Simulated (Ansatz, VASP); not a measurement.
## Ir in VASP and in Ansatz

```
Ir
1.0
     0.00000    2.56242    2.56242
     2.56242    0.00000    2.56242
     2.56242    2.56242    0.00000
Ir
2
Cartesian
  -0.6406 -0.6406 -0.6406
  0.6406 0.6406 0.6406
```

Change from the starting cell: volume scaled by 0.78, LAPW.

Alike in both runs: task single point; functional PBE; k mesh 14 × 14 × 14; occupations fermi-dirac, width 0.05 eV; no spin polarisation.

|  | VASP | Ansatz |
| --- | --- | --- |
| version | VASP 6.6.1 | Ansatz 0.2.0 |
| potentials or method | VASP PAW PBE potentials, release 64 (Ir), cutoff 520 eV | all-electron LAPW, scalar-relativistic |

VASP gave:

* pressure (GPa): 80.3

**Question.** Which values does Ansatz return?

**Answer.** Pressure (GPa): 84.3.

Ansatz ran all-electron here, so the differences hold the error of VASP's frozen core and of both bases.

Caveats: the cell as given lies far from equilibrium; so large a pressure means that the cell lies far from this level's equilibrium, or that cutoff or potentials fall short (VASP). The runs have no spin-orbit coupling, so splittings on Ir are missing.
